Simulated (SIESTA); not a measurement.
Pb:

```
Pb
1.0
     0.00000    2.47502    2.47502
     2.47502    0.00000    2.47502
     2.47502    2.47502    0.00000
Pb
1
Direct
  0.00000 0.00000 0.00000
```

Base run:

* Program: SIESTA 5.4.2
* Functional: PBEsol
* Potentials or basis: PseudoDojo 0.4 standard (PBEsol files)
* Basis: DZP (energy shift 0.003 Ry; two zetas on semicore shells)
* Grid cutoff: 500 Ry
* Energy shift: 0.003 Ry
* k mesh: 9 × 9 × 9
* Occupations: fermi-dirac, width 0.05 eV
* Spin: no spin polarisation

Its results: band gap on the k mesh none (metal or under the smearing width); pressure 0.0 GPa.

The run is repeated on the same cell with these changes: functional from PBEsol to LDA; potentials or basis from PseudoDojo 0.4 standard (PBEsol files) to PseudoDojo 0.4 standard (LDA files). What comes out?

Band gap on the k mesh none (metal or under the smearing width); pressure -1.6 GPa.

Caveats: the basis of atomic orbitals isn't converged, which shifts pressures, moduli and gaps; spin-orbit coupling is left out, which moves the levels of the heavy elements (some runs).
